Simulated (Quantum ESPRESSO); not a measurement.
A run of Quantum ESPRESSO 7.5 is set up as follows.

scf.in

```
&CONTROL
  calculation = 'scf'
  prefix = 'pwscf'
  outdir = './tmp'
  pseudo_dir = './pseudo'
/
&SYSTEM
  ibrav = 0
  nat = 4
  ntyp = 2
  ecutwfc = 84
  nbnd = 14
  occupations = 'smearing'
  smearing = 'fd'
  degauss = 0.00367493
  force_symmorphic = .true.
/
&ELECTRONS
  conv_thr = 8d-10
  electron_maxstep = 120
  mixing_beta = 0.5
/
ATOMIC_SPECIES
N     14.0070 N.upf
B     10.8100 B.upf
CELL_PARAMETERS angstrom
   2.4982400000    0.0000000000    0.0000000000
  -1.2491200000    2.1635393048    0.0000000000
   0.0000000000    0.0000000000    6.6357000000
ATOMIC_POSITIONS angstrom
N      1.2491200001    0.7211797682    1.6589250000
N     -0.0000000001    1.4423595366    4.9767750000
B      1.2491200001    0.7211797682    4.9767750000
B     -0.0000000001    1.4423595366    1.6589250000
K_POINTS automatic
21 21 8 0 0 0
```

The input nscf.in:

```
&CONTROL
  calculation = 'nscf'
  prefix = 'pwscf'
  outdir = './tmp'
  pseudo_dir = './pseudo'
/
&SYSTEM
  ibrav = 0
  nat = 4
  ntyp = 2
  ecutwfc = 84
  nbnd = 38
  occupations = 'fixed'
  force_symmorphic = .true.
/
&ELECTRONS
  conv_thr = 1d-08
  diago_full_acc = .true.
  diago_thr_init = 1d-06
/
ATOMIC_SPECIES
N     14.0070 N.upf
B     10.8100 B.upf
CELL_PARAMETERS angstrom
   2.4982400000    0.0000000000    0.0000000000
  -1.2491200000    2.1635393048    0.0000000000
   0.0000000000    0.0000000000    6.6357000000
ATOMIC_POSITIONS angstrom
N      1.2491200001    0.7211797682    1.6589250000
N     -0.0000000001    1.4423595366    4.9767750000
B      1.2491200001    0.7211797682    4.9767750000
B     -0.0000000001    1.4423595366    1.6589250000
K_POINTS automatic
21 21 8 0 0 0
```

Potentials or basis: PseudoDojo 0.4.1 SR PBE standard.

Run with:

```sh
$ OMP_NUM_THREADS=1 pw.x -in scf.in > scf.out
$ OMP_NUM_THREADS=1 pw.x -in nscf.in > nscf.out
```

Task: Predict the band gap on the k mesh, mean-field level.

Result: 4.30 eV, indirect (least direct gap 4.69 eV).

Caveat: an odd mesh through Γ misses points on the zone boundary, where band edges often lie.
